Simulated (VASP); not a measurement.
Level of theory: r2SCAN meta-GGA, VASP's PBE PAW potentials (set 64) (plane waves; VASP).

Input for VASP

**KPOINTS**
```
Automatic mesh
0
Gamma
4 4 4
0 0 0
```

INCAR:
```
SYSTEM = CsPbI3
PREC = Accurate
ENCUT = 520
EDIFF = 1E-6
NELM = 100
ALGO = Normal
LREAL = .FALSE.
LASPH = .TRUE.
ISMEAR = 0
SIGMA = 0.05
METAGGA = R2SCAN
LMIXTAU = .TRUE.
LMAXMIX = 4
LWAVE = .FALSE.
LCHARG = .FALSE.
IBRION = 2
ISIF = 3
NSW = 60
EDIFFG = -0.02
```

### POSCAR
```
CsPbI3
1
    6.2078278966    -0.0000000000     0.0000000000
   -0.0000000000     6.2078278966     0.0000000000
    0.0000000000    -0.0000000000     6.2078278966
Cs Pb I
1 1 3
Direct
  0.0000000000   0.0000000000   0.0000000000
  0.5000000000   0.5000000000   0.5000000000
  0.5000000000   0.0000000000   0.5000000000
  0.0000000000   0.5000000000   0.5000000000
  0.5000000000   0.5000000000   0.0000000000
```

POTCAR, in this order: Cs_sv Pb_d I (PBE.64 set). Program: vasp_std.

What VASP printed:

**OSZICAR**
```
       N       E                     dE             d eps       ncg     rms          rms(c)
DAV:   1     0.221444480857E+03    0.22144E+03   -0.18372E+04   520   0.148E+03
DAV:   2    -0.125054983130E+03   -0.34650E+03   -0.33878E+03   618   0.316E+02
DAV:   3    -0.167874123887E+03   -0.42819E+02   -0.41834E+02   632   0.121E+02
DAV:   4    -0.169584397430E+03   -0.17103E+01   -0.17077E+01   646   0.303E+01
DAV:   5    -0.169653321927E+03   -0.68924E-01   -0.68907E-01   730   0.514E+00    0.438E+00
DAV:   6    -0.164696810849E+03    0.49565E+01   -0.22122E+00   700   0.189E+01    0.385E+00
DAV:   7    -0.160022461070E+03    0.46743E+01   -0.13348E+00   544   0.748E+00    0.208E+00
DAV:   8    -0.160386817174E+03   -0.36436E+00   -0.78435E-01   598   0.602E+00    0.537E-01
DAV:   9    -0.160637721020E+03   -0.25090E+00   -0.19857E-01   590   0.328E+00    0.488E-01
DAV:  10    -0.160647750671E+03   -0.10030E-01   -0.75914E-02   556   0.235E+00    0.353E-01
DAV:  11    -0.160650732445E+03   -0.29818E-02   -0.46893E-02   546   0.190E+00    0.104E-01
DAV:  12    -0.160700604665E+03   -0.49872E-01   -0.41847E-02   520   0.181E+00    0.181E-01
DAV:  13    -0.160698854753E+03    0.17499E-02   -0.36551E-03   646   0.482E-01    0.978E-02
DAV:  14    -0.160700623950E+03   -0.17692E-02   -0.12917E-03   592   0.284E-01    0.258E-02
DAV:  15    -0.160701245033E+03   -0.62108E-03   -0.38189E-03   528   0.525E-01    0.234E-02
DAV:  16    -0.160702529992E+03   -0.12850E-02   -0.68593E-04   532   0.212E-01    0.221E-02
DAV:  17    -0.160702571641E+03   -0.41649E-04   -0.65933E-05   592   0.724E-02    0.209E-02
DAV:  18    -0.160702598386E+03   -0.26745E-04   -0.29566E-05   578   0.525E-02    0.819E-03
DAV:  19    -0.160702591541E+03    0.68445E-05   -0.20212E-05   534   0.419E-02    0.262E-03
DAV:  20    -0.160702601529E+03   -0.99874E-05   -0.32689E-06   460   0.157E-02    0.279E-03
DAV:  21    -0.160702604014E+03   -0.24859E-05   -0.22849E-06   444   0.159E-02    0.199E-03
DAV:  22    -0.160702603841E+03    0.17331E-06   -0.62115E-07   334   0.801E-03
   1 F= -.16070260E+03 E0= -.16070260E+03  d E =-.160703E+03
       N       E                     dE             d eps       ncg     rms          rms(c)
DAV:   1    -0.161555391623E+03   -0.85279E+00   -0.26975E+01   664   0.566E+01    0.497E+00
DAV:   2    -0.160913370048E+03    0.64202E+00   -0.13314E+00   582   0.123E+01    0.201E+00
DAV:   3    -0.160704644039E+03    0.20873E+00   -0.66942E-01   586   0.791E+00    0.779E-01
DAV:   4    -0.160761937183E+03   -0.57293E-01   -0.91589E-02   524   0.223E+00    0.554E-01
DAV:   5    -0.160711421757E+03    0.50515E-01   -0.59315E-02   524   0.177E+00    0.324E-01
DAV:   6    -0.160763633704E+03   -0.52212E-01   -0.34241E-02   528   0.132E+00    0.830E-02
DAV:   7    -0.160764739223E+03   -0.11055E-02   -0.27506E-03   566   0.486E-01    0.503E-02
DAV:   8    -0.160764824802E+03   -0.85579E-04   -0.14324E-03   532   0.324E-01    0.243E-02
DAV:   9    -0.160765147862E+03   -0.32306E-03   -0.60475E-04   524   0.207E-01    0.134E-02
DAV:  10    -0.160765231863E+03   -0.84001E-04   -0.59189E-05   568   0.590E-02    0.339E-03
DAV:  11    -0.160765242093E+03   -0.10230E-04   -0.19514E-05   532   0.402E-02    0.150E-03
DAV:  12    -0.160765243522E+03   -0.14293E-05   -0.47592E-06   546   0.209E-02    0.137E-03
DAV:  13    -0.160765244746E+03   -0.12236E-05   -0.10432E-06   364   0.974E-03    0.510E-04
DAV:  14    -0.160765244907E+03   -0.16085E-06   -0.15737E-07   318   0.396E-03
   2 F= -.16076524E+03 E0= -.16076524E+03  d E =-.626411E-01
       N       E                     dE             d eps       ncg     rms          rms(c)
DAV:   1    -0.160797728364E+03   -0.32484E-01   -0.10093E+00   652   0.103E+01    0.993E-01
DAV:   2    -0.160772321076E+03    0.25407E-01   -0.51479E-02   582   0.244E+00    0.394E-01
DAV:   3    -0.160765475106E+03    0.68460E-02   -0.25141E-02   588   0.152E+00    0.161E-01
DAV:   4    -0.160766588237E+03   -0.11131E-02   -0.29109E-03   528   0.412E-01    0.110E-01
DAV:   5    -0.160765760803E+03    0.82743E-03   -0.18224E-03   526   0.327E-01    0.586E-02
DAV:   6    -0.160766694849E+03   -0.93405E-03   -0.85951E-04   528   0.232E-01    0.149E-02
DAV:   7    -0.160766715885E+03   -0.21036E-04   -0.12979E-04   526   0.103E-01    0.782E-03
DAV:   8    -0.160766742601E+03   -0.26716E-04   -0.72180E-05   528   0.718E-02    0.462E-03
DAV:   9    -0.160766754737E+03   -0.12136E-04   -0.11294E-05   546   0.280E-02    0.249E-03
DAV:  10    -0.160766754770E+03   -0.33825E-07   -0.31624E-06   448   0.151E-02
   3 F= -.16076675E+03 E0= -.16076675E+03  d E =-.641509E-01
```

### OUTCAR
```
------------------------ aborting loop because EDIFF is reached ----------------------------------------
  FORCE on cell =-STRESS in cart. coord.  units (eV):
  Direction    XX          YY          ZZ          XY          YZ          ZX
  --------------------------------------------------------------------------------------
  Total       -0.0126826     -0.0126826     -0.0126826      0.0000000     -0.0000000     -0.0000000
  in kB       -0.0793868     -0.0793868     -0.0793868      0.0000000     -0.0000000     -0.0000000
  external PRESSURE =      -0.0793868 kB  Pullay stress =       0.0000000 kB
  volume of cell :      255.96
      direct lattice vectors                 reciprocal lattice vectors
     6.349263085 -0.000000000 -0.000000000     0.157498593  0.000000000  0.000000000
    -0.000000000  6.349263085  0.000000000     0.000000000  0.157498593  0.000000000
    -0.000000000 -0.000000000  6.349263085     0.000000000 -0.000000000  0.157498593
 POSITION                                       TOTAL-FORCE (eV/Angst)
 -----------------------------------------------------------------------------------
      0.00000      0.00000      0.00000        -0.000000      0.000000     -0.000000
      3.17463      3.17463      3.17463         0.000000     -0.000000     -0.000000
      3.17463     -0.00000      3.17463        -0.000000      0.000000     -0.000000
     -0.00000      3.17463      3.17463         0.000000      0.000000      0.000000
      3.17463      3.17463      0.00000         0.000000      0.000000     -0.000000
 -----------------------------------------------------------------------------------
    total drift:                                0.000000     -0.000000     -0.000000
  FREE ENERGIE OF THE ION-ELECTRON SYSTEM (eV)
  ---------------------------------------------------
  free  energy   TOTEN  =      -160.7667547703 eV

  energy  without entropy=     -160.7667547703  energy(sigma->0) =     -160.76675477

 reached required accuracy - stopping structural energy minimisation
```
(Selected blocks of OUTCAR.)

CONTCAR:
```
CsPbI3
   1.00000000000000
     6.3492630851755987   -0.0000000000000000   -0.0000000000000000
    -0.0000000000000000    6.3492630851755987    0.0000000000000000
    -0.0000000000000000   -0.0000000000000000    6.3492630851755987
  Cs              Pb              I
     1     1     3
Direct
     0.0000000000000000    0.0000000000000000    0.0000000000000000
     0.5000000000000000    0.5000000000000000    0.5000000000000000
     0.5000000000000000    0.0000000000000000    0.5000000000000000
     0.0000000000000000    0.5000000000000000    0.5000000000000000
     0.5000000000000000    0.5000000000000000    0.0000000000000000
```

Energy and stress use the plane-wave basis of the starting cell.

The compound is CsPbI3 in the cubic perovskite structure, the ideal cubic form; the compound distorts at low or room temperature. This run relaxes it. Symmetry was kept, so distortions that lower it aren't found. The start is the result of an earlier pass.
